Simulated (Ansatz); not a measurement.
**Structure optimisation: selenium, rhombohedral Se6**

The calculation used DFT, r2SCAN, plane waves (500 eV) with PAW, scalar-relativistic in Ansatz 0.2.0. The PAW files were generated under PBE, with cores re-solved for the functional.

k-point mesh 4×4×4, Fermi-Dirac smearing 0.05 eV, no spin polarisation. Cell and atoms relax.

Starting structure:

```yaml
crystal:
  lattice:
    - [5.6809998619, 3.2799267995, 1.47633]
    - [-5.6809998619, 3.2799267995, 1.47633]
    - [0.0, -6.5598535991, 1.47633]
  atoms:
    - { symbol: Se, position: [0.28066, 0.16251, 0.91818] }
    - { symbol: Se, position: [0.91818, 0.28066, 0.16251] }
    - { symbol: Se, position: [0.16251, 0.91818, 0.28066] }
    - { symbol: Se, position: [0.71934, 0.83749, 0.08182] }
    - { symbol: Se, position: [0.08182, 0.71934, 0.83749] }
    - { symbol: Se, position: [0.83749, 0.08182, 0.71934] }
hamiltonian:
  xc: r2scan
  pseudopotentials:
    kind: paw
    azcp:
      Se: "pseudopotentials/Se.paw.azcp"
basis:
  ecutwfc: 500
  fft_grid_basis: typed
kpoints:
  mp_grid: { grid: [4, 4, 4], shift: [0, 0, 0] }
magnetization:
  spin_polarized: false
scf:
  occupations: { method: fermi_dirac, width: 0.05 }
relax:
  max_steps: 60
  f_tol: 0.01
  cell: {}
```

**Question.** The pressure at the start is 1.2 GPa. By how much does the volume change?

**Answer.** From 27.51 to 29.70 Å³ per atom, 8.0 %. The final cell has a = 11.368 Å, c = 4.777 Å (c/a = 0.420).

**Question.** How much energy does the relaxation gain?

**Answer.** 6.6 meV per atom.

Path of the relaxation (the plane waves are chosen anew near the end, which can shift the energy a little):

```tsv
step	E − E(final) (meV/atom)	V (Å³/atom)	P (GPa)	max force (eV/Å)
0	6.55	27.509	1.18	0.102
1	1.84	29.579	-0.19	0.011
2	1.01	29.352	-0.01	0.023
3	0.28	29.304	0.14	0.013
4	0.15	29.591	0.00	0.003
5	0.13	29.700	0.00	0.001
6	0.00	29.700	0.00	0.001
```
